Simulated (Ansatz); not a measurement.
# SiC (Moissanite 6H) (P6_3mc) in Ansatz: a series of runs

Runs on SiC (Moissanite 6H). Level: PBEsol+D4. Tasks: single point, equation of state.

Program: Ansatz 0.2.0. These are calculated values, not measurements. Logs are shortened: lines on timing, memory, paths and dates and some standing lists are left out, and cuts for length are marked.

## Step 1: Starting point

Symmetry: P6_3mc, No. 186, hexagonal system. The conventional cell has a = 3.095 Å, b = 3.095 Å, c = 15.170 Å, α = 90.00°, β = 90.00°, γ = 120.00°. Si (site symmetry 3m) is surrounded by 4 C at 1.90 Å. Si (site symmetry 3m) is surrounded by 4 C at 1.90 Å. Si (site symmetry 3m) has 4 C at 1.90 Å as nearest neighbours. Around C (site symmetry 3m) lie 4 Si at 1.90 Å. Around C (site symmetry 3m) lie 4 Si at 1.90 Å. C (site symmetry 3m) has 4 Si at 1.90 Å as nearest neighbours.

## Step 2: Single point, PBEsol+D4, 9.86 Å³/atom (volume scaled by 0.94)

The input, input.yaml:

```yaml
crystal:
  lattice:
    - [3.0318190065, 0.0, 0.0]
    - [-1.5159095032, 2.6256322793, 0.0]
    - [0.0, 0.0, 14.8603212692]
  atoms:
    - { symbol: Si, position: [0.6666666667, 0.3333333333, 0.4583] }
    - { symbol: Si, position: [0.3333333333, 0.6666666667, 0.9583] }
    - { symbol: Si, position: [0.6666666667, 0.3333333333, 0.7917] }
    - { symbol: Si, position: [0.3333333333, 0.6666666667, 0.2917] }
    - { symbol: Si, position: [0.0, 0.0, 0.625] }
    - { symbol: Si, position: [0.0, 0.0, 0.125] }
    - { symbol: C, position: [0.6666666667, 0.3333333333, 0.3333] }
    - { symbol: C, position: [0.3333333333, 0.6666666667, 0.8333] }
    - { symbol: C, position: [0.6666666667, 0.3333333333, 0.6667] }
    - { symbol: C, position: [0.3333333333, 0.6666666667, 0.1667] }
    - { symbol: C, position: [0.0, 0.0, 0.5] }
    - { symbol: C, position: [0.0, 0.0, 0.0] }
hamiltonian:
  xc: pbesol
  pseudopotentials: { kind: paw }
  dispersion: d4
kpoints:
  mp_grid: { grid: [10, 10, 2] }
scf:
  occupations: { method: fermi_dirac, width: 0.05 }
output:
  forces: true
  stress: true
  eigenvalues: true
```

Potentials or basis: Ansatz PAW.

On the command line:

```bash
ansatz run input.yaml --threads 2 --pin off --max-ram 5120MiB --backend cpu --events-out ev --progress --plain --runs-dir out
```

Output:

```text
Warning: RAYON_NUM_THREADS=2 ignored (pool sized by the plan → 2); use --threads N
Engine: ansatz 0.2.0, aarch64-unknown-linux-gnu
Pseudopotentials: kind: paw
Pseudopotential: Si, paw, valence charge 4, recommended cutoff 420 eV (normal), Si.paw.azcp
Pseudopotential: C, paw, valence charge 4, recommended cutoff 420 eV (normal), C.paw.azcp
Functional definition: PBEsol
  exchange = pbesol_x
  correlation = pbesol_c
Crystal: 12 atoms, lattice volume = 118.295 Å³
Basis set: ecut = 420 eV, 2293 PW (Γ), exchange–correlation on 48×48×200 points (8 copies of the dense FFT grid, shifted against one another)
Bands: 36, of which v1, the nominal top of the filled ones, is band 24 counted from 1 (23 counted from 0)
Symmetry: 12 space group operations
Space group: P63mc (ITA 186), of the structure as read, at distance tolerance 4.9e-5 Å
k-points: 28 of 200
Non-local potential: Si, projectors of the file, l = 0: 2, l = 1: 2, l = 2: 2
Non-local potential: C, projectors of the file, l = 0: 2, l = 1: 2, l = 2: 1
PAW form: soft (Blöchl's): semilocal exchange-correlation on the pseudo side does not see the compensation charge
PAW frozen core: Si, regenerated for the run's functional, and the local potential with it (the file was generated under x = pbe(κ = 0.804, μ = 0.2195149727645171), c = pbe(β = 0.06672455060314922))
PAW frozen core: C, regenerated for the run's functional, and the local potential with it (the file was generated under x = pbe(κ = 0.804, μ = 0.2195149727645171), c = pbe(β = 0.06672455060314922))
PAW one-centre angular grid: Si, 110 points (default); XC on 64 Gauss nodes
PAW one-centre angular grid: C, 110 points (default); XC on 64 Gauss nodes
Initial density: superposition of atomic densities (neutral atoms: chi_scale 0, normalization atom), corrected by the library's trained network
Initial wavefunctions: pseudopotential atomic-orbital guess
Functional: x = pbesol(κ = 0.804, μ = 0.12345679012345678), c = pbesol(β = 0.046)
SCF iter   1: F=—  HF=-5214.408155 eV  |F-HF|=—  |Δ(HF+E_count)|=         —  Δρ=8.20e-3  dr2=9.37e-2  ethr=1.77e-3  ⟨swp⟩=6.7  Hψ=5322  notcnv=0  defer=21
preconditioner: auto → none  [insulator: Δε(μ)=1.807 eV  Ē_g=12.188 eV  σ=0.050 eV  W_gap=1.00  n_scr=10 (ndim 8)  ℏωp=23.7 eV  f_vac=0.000  D(μ)=0.00/eV (n_scr^D=0)  ε∞_Penn≈4.8]
SCF iter   2: F=—  HF=-5214.380481 eV  |F-HF|=—  |Δ(HF+E_count)|=   2.77e-2  Δρ=1.57e-3  dr2=2.58e-3  ethr=1.95e-4  ⟨swp⟩=2.6  Hψ=1970  notcnv=0  defer=161
SCF iter   3: F=—  HF=-5214.380075 eV  |F-HF|=—  |Δ(HF+E_count)|=   4.07e-4  Δρ=5.26e-4  dr2=1.99e-4  ethr=5.38e-6  ⟨swp⟩=2.3  Hψ=1529  notcnv=0  defer=134
automatic band count: iteration 3 solves 35 bands in place of 36: the levels show a gap, and the empty bands left out lie too high to hold charge; the band table lists the bands solved (type scf.n_extra_bands for more)
SCF iter   4: F=—  HF=-5214.380096 eV  |F-HF|=—  |Δ(HF+E_count)|=   2.12e-5  Δρ=8.46e-5  dr2=2.09e-5  ethr=4.14e-7  ⟨swp⟩=2.9  Hψ=1579  notcnv=0  defer=134
SCF iter   5: F=—  HF=-5214.380067 eV  |F-HF|=—  |Δ(HF+E_count)|=   2.94e-5  Δρ=3.21e-5  dr2=7.79e-7  ethr=4.36e-8  ⟨swp⟩=2.0  Hψ=1261  notcnv=0  defer=134
SCF iter   6: F=-5214.380067 eV  HF=-5214.380067 eV  |F-HF|=1.18e-10  |Δ(HF+E_count)|=   3.05e-7  Δρ=6.08e-6  dr2=2.86e-8  ethr=2.08e-10  ⟨swp⟩=11.1  Hψ=5027  notcnv=0
SCF 1 converged in 6 iterations: F = -5214.380067 eV  dr2 = 2.86e-8
SCF converged after 6 iterations
Free energy (F): -5214.380067 eV
Harris-Foulkes:  -5214.380067 eV  (|F-HF|=1.18e-10)
Internal energy: -5214.380067 eV  (E = F + TS)
E sigma→0 (E₀):  -5214.380067 eV
Fermi energy:    11.039367 eV
--- Per-component energies (eV) ---
  E_band       = 191.958695
  E_kinetic    = 827.630088
  E_local      = -606.949998  (includes V_loc(G=0)·N_el)
  E_nonlocal   = 315.865055
  E_hartree    = 187.268538
  E_xc         = -633.127722
  E_vxc        = -661.806579  (∫ρ·V_xc dr)
  E_paw        = -3567.446691  (= ΣΔE_a)
  E_vpaw       = -57.317070  (= ΣTr[D̂ρ^β])
  E_aug_tail   = 0.000081  (compensation charges beyond the density's cutoff)
  E_ewald      = -1735.607807
  E_disp       = -2.327577  (pairwise vdW)
  E_core_change = 0.315967  (= ΣΔE_core)
  E_smearing   = -0.000000  (= −TS)
  E_closure    = -0.000000  (closes the sum)
  Σ components = -5214.380067   (vs F -5214.380067, Δ=0.00e0)
--- Forces (eV/Å), atoms counted from 1 ---
  atom   1  Si    -0.00000000    -0.00000000     0.06592235
  atom   2  Si     0.00000000     0.00000000     0.06592235
  atom   3  Si     0.00000000    -0.00000000     0.03140852
  atom   4  Si    -0.00000000     0.00000000     0.03140852
  atom   5  Si     0.00000000     0.00000000     0.04090781
  atom   6  Si    -0.00000000     0.00000000     0.04090781
  atom   7  C      0.00000000     0.00000000    -0.01678453
  atom   8  C     -0.00000000     0.00000000    -0.01678453
  atom   9  C     -0.00000000    -0.00000000     0.03294288
  atom  10  C      0.00000000     0.00000000     0.03294288
  atom  11  C      0.00000000    -0.00000000    -0.15438816
  atom  12  C     -0.00000000     0.00000000    -0.15438816
  max |Σ_I F_I| component: 1.77e-5 eV/Å
--- Stress (GPa, compression-positive) ---
        8.515825       0.000000       0.000000
        0.000000       8.515825       0.000000
        0.000000      -0.000000       9.333714
  P = ⅓ Tr σ = 8.7885 GPa (87.885 kbar)
--- Band table (eV; the first three rows and the last of 28) ---
  k-point 0: bands = ["-5.7772", "-5.2374", "-5.1894", "-3.6248", "-3.5913", "-1.9788", "1.1591", "3.6585", "3.6948", "7.6141", "7.6347", "8.9143", "8.9143", "9.1011", "9.1011", "9.2220", "9.2220", "9.6905", "9.6905", "9.7858", "9.7858", "10.0423", "10.0884", "10.0884", "15.6026", "15.7645", "16.1986", "16.7023", "16.8779", "17.0936", "17.1809", "17.1809", "17.4269", "17.4269", "17.7301"]
  k-point 1: bands = ["-5.6356", "-5.6356", "-4.5252", "-4.5252", "-2.5816", "-2.5816", "1.9880", "1.9880", "5.6376", "5.6376", "8.9743", "8.9743", "8.9743", "8.9743", "9.3077", "9.3077", "9.4358", "9.4358", "9.4358", "9.4358", "9.9909", "9.9909", "9.9909", "9.9909", "15.6671", "15.6671", "16.4230", "16.4230", "17.1729", "17.1729", "17.2751", "17.2751", "17.2751", "17.2751", "17.7967"]
  k-point 2: bands = ["-5.5964", "-5.0591", "-5.0105", "-3.4552", "-3.4212", "-1.8271", "1.3280", "3.7789", "3.8153", "7.5259", "7.5636", "7.9463", "8.2641", "8.3669", "8.5660", "8.8296", "8.9161", "9.0569", "9.1503", "9.4761", "9.5513", "9.6239", "9.9315", "10.0207", "15.7385", "16.0306", "16.1387", "16.6603", "16.8599", "16.9720", "17.2810", "17.3225", "17.5439", "17.6053", "17.7038"]
  k-point 27: bands = ["-1.4441", "-1.4441", "-0.9150", "-0.9150", "-0.5627", "-0.5627", "2.3554", "2.3554", "2.7182", "2.7182", "3.0890", "3.0890", "4.1106", "4.1106", "4.8283", "4.8283", "5.2998", "5.2998", "6.5949", "6.5949", "7.5726", "7.5726", "7.8318", "7.8318", "13.6869", "13.6869", "14.3607", "14.3607", "15.9063", "15.9063", "17.4007", "17.4007", "18.7645", "18.7645", "19.4206"]
```

Run time: 4.7 s. Hardware: 2 threads of Arm Neoverse V2, shared host; peak memory 0.38 GiB.

Results:

```yaml
Free_energy: -5214.3801 eV
Pressure: 8.8 GPa
Largest_force: 0.154 eV/Å
Band_gap_on_the_k_mesh: 1.90 eV, indirect (least direct gap 3.02 eV)
```

Caveat: the pressure holds a Pulay correction of +0.3 GPa for the finite cutoff; the PAW data sets come from PBE, with cores solved anew for the run's functional, which leaves a small shift of forces and pressure.

## Step 3: Single point, PBEsol+D4, 10.07 Å³/atom (volume scaled by 0.96)

input.yaml: that of step 2 with these lines changed.

```diff
@@ -2,5 +2,5 @@
   lattice:
-    - [3.0318190065, 0.0, 0.0]
-    - [-1.5159095032, 2.6256322793, 0.0]
-    - [0.0, 0.0, 14.8603212692]
+    - [3.053170548, 0.0, 0.0]
+    - [-1.526585274, 2.6441232567, 0.0]
+    - [0.0, 0.0, 14.964974867]
   atoms:
```

Potentials or basis: Ansatz PAW.

On the command line:

```bash
ansatz run input.yaml --threads 2 --pin off --max-ram 5120MiB --backend cpu --events-out ev --progress --plain --runs-dir out
```

Wall time 4.8 s (2 threads of Arm Neoverse V2, shared host); peak memory 0.38 GiB.

The run converged. Its results:

```
Free energy            : -5214.4760 eV
Pressure               : 3.5 GPa
Largest force          : 0.150 eV/Å
Band gap on the k mesh : 1.91 eV, indirect (least direct gap 3.02 eV)
```

Caveat: the pressure holds a Pulay correction of +0.3 GPa for the finite cutoff; the PAW data sets come from PBE, with cores solved anew for the run's functional, which leaves a small shift of forces and pressure.

## Step 4: Single point, PBEsol+D4, 10.28 Å³/atom (volume scaled by 0.98)

input.yaml: that of step 3 with these lines changed.

```diff
@@ -2,5 +2,5 @@
   lattice:
-    - [3.053170548, 0.0, 0.0]
-    - [-1.526585274, 2.6441232567, 0.0]
-    - [0.0, 0.0, 14.964974867]
+    - [3.074227562, 0.0, 0.0]
+    - [-1.537113781, 2.6623591657, 0.0]
+    - [0.0, 0.0, 15.0681848517]
   atoms:
@@ -30 +30,5 @@
   eigenvalues: true
+  write_density: true
+  write_potential: true
+  elf: true
+  volumetric_format: npy
```

On the command line:

```bash
ansatz run input.yaml --threads 2 --pin off --max-ram 5120MiB --backend cpu --events-out ev --progress --plain --runs-dir out
```

It took 6.5 s on 2 threads of Arm Neoverse V2, shared host; peak memory 0.39 GiB.

Results (log left out):

```yaml
Free_energy: -5214.4935 eV
Pressure: -1.2 GPa
Largest_force: 0.147 eV/Å
Band_gap_on_the_k_mesh: 1.91 eV, indirect (least direct gap 3.02 eV)
```

Caveat: the pressure holds a Pulay correction of +0.3 GPa for the finite cutoff; the PAW data sets come from PBE, with cores solved anew for the run's functional, which leaves a small shift of forces and pressure.

## Step 5: Single point, PBEsol+D4, 10.49 Å³/atom

input.yaml: that of step 4 with these lines changed.

```diff
@@ -2,5 +2,5 @@
   lattice:
-    - [3.074227562, 0.0, 0.0]
-    - [-1.537113781, 2.6623591657, 0.0]
-    - [0.0, 0.0, 15.0681848517]
+    - [3.095, 0.0, 0.0]
+    - [-1.5475, 2.6803486247, 0.0]
+    - [0.0, 0.0, 15.17]
   atoms:
```

On the command line:

```bash
ansatz run input.yaml --threads 2 --pin off --max-ram 5120MiB --backend cpu --events-out ev --progress --plain --runs-dir out
```

Wall time 6.6 s (2 threads of Arm Neoverse V2, shared host); peak memory 0.4 GiB.

It converged, with:

```
Free energy            : -5214.4402 eV
Pressure               : -5.5 GPa
Largest force          : 0.143 eV/Å
Band gap on the k mesh : 1.92 eV, indirect (least direct gap 3.02 eV)
```

Caveat: the PAW data sets come from PBE, with cores solved anew for the run's functional, which leaves a small shift of forces and pressure.

## Step 6: Single point, PBEsol+D4, 10.70 Å³/atom (volume scaled by 1.02)

input.yaml: that of step 5 with these lines changed.

```diff
@@ -2,5 +2,5 @@
   lattice:
-    - [3.095, 0.0, 0.0]
-    - [-1.5475, 2.6803486247, 0.0]
-    - [0.0, 0.0, 15.17]
+    - [3.1154972861, 0.0, 0.0]
+    - [-1.557748643, 2.6980997952, 0.0]
+    - [0.0, 0.0, 15.270466504]
   atoms:
@@ -30,5 +30 @@
   eigenvalues: true
-  write_density: true
-  write_potential: true
-  elf: true
-  volumetric_format: npy
```

Potentials or basis: Ansatz PAW.

On the command line:

```bash
ansatz run input.yaml --threads 2 --pin off --max-ram 5120MiB --backend cpu --events-out ev --progress --plain --runs-dir out
```

Run time: 4.6 s. Hardware: 2 threads of Arm Neoverse V2, shared host; peak memory 0.39 GiB.

It converged, with:

- Free energy: -5214.3225 eV
- Pressure: -9.4 GPa
- Largest force: 0.140 eV/Å
- Band gap on the k mesh: 1.92 eV, indirect (least direct gap 3.01 eV)

Caveat: the PAW data sets come from PBE, with cores solved anew for the run's functional, which leaves a small shift of forces and pressure.

## Step 7: Single point, PBEsol+D4, 10.91 Å³/atom (volume scaled by 1.04)

input.yaml: that of step 6 with these lines changed.

```diff
@@ -2,5 +2,5 @@
   lattice:
-    - [3.1154972861, 0.0, 0.0]
-    - [-1.557748643, 2.6980997952, 0.0]
-    - [0.0, 0.0, 15.270466504]
+    - [3.1357283548, 0.0, 0.0]
+    - [-1.5678641774, 2.7156204146, 0.0]
+    - [0.0, 0.0, 15.369628156]
   atoms:
```

On the command line:

```bash
ansatz run input.yaml --threads 2 --pin off --max-ram 5120MiB --backend cpu --events-out ev --progress --plain --runs-dir out
```

Run time: 4.6 s. Hardware: 2 threads of Arm Neoverse V2, shared host; peak memory 0.39 GiB.

Results (log left out):

```
Free energy            : -5214.1470 eV
Pressure               : -12.9 GPa
Largest force          : 0.137 eV/Å
Band gap on the k mesh : 1.92 eV, indirect (least direct gap 3.01 eV)
```

Caveat: the PAW data sets come from PBE, with cores solved anew for the run's functional, which leaves a small shift of forces and pressure.

## Step 8: Single point, PBEsol+D4, 11.12 Å³/atom (volume scaled by 1.06)

input.yaml: that of step 7 with these lines changed.

```diff
@@ -2,5 +2,5 @@
   lattice:
-    - [3.1357283548, 0.0, 0.0]
-    - [-1.5678641774, 2.7156204146, 0.0]
-    - [0.0, 0.0, 15.369628156]
+    - [3.1557016854, 0.0, 0.0]
+    - [-1.5778508427, 2.7329178263, 0.0]
+    - [0.0, 0.0, 15.4675265161]
   atoms:
```

On the command line:

```bash
ansatz run input.yaml --threads 2 --pin off --max-ram 5120MiB --backend cpu --events-out ev --progress --plain --runs-dir out
```

It took 4.7 s on 2 threads of Arm Neoverse V2, shared host; peak memory 0.39 GiB.

It converged, with:

- Free energy: -5213.9191 eV
- Pressure: -16.1 GPa
- Largest force: 0.134 eV/Å
- Band gap on the k mesh: 1.93 eV, indirect (least direct gap 3.01 eV)

Caveat: the PAW data sets come from PBE, with cores solved anew for the run's functional, which leaves a small shift of forces and pressure.

## Step 9: Equation of state, PBEsol+D4

Potentials or basis: Ansatz PAW.

This step only gathers the single runs of the series.

What came out:

| Item | Value |
| --- | --- |
| Equilibrium volume | 10.22 Å³/atom |
| Bulk modulus at fixed shape and positions | 226 GPa |
| Pressure derivative of the bulk modulus | 3.9 |

Energy against volume, from the lowest point:
| volume (Å³/atom) | energy (meV/atom) |
| --- | --- |
| 9.858 | 9.45 |
| 10.068 | 1.45 |
| 10.277 | 0.00 |
| 10.487 | 4.44 |
| 10.697 | 14.25 |
| 10.907 | 28.87 |
| 11.116 | 47.86 |

Caveat: the cell was scaled at fixed shape and fractional positions, which overstates the stiffness of a crystal with free parameters, most of all of layers and chains.
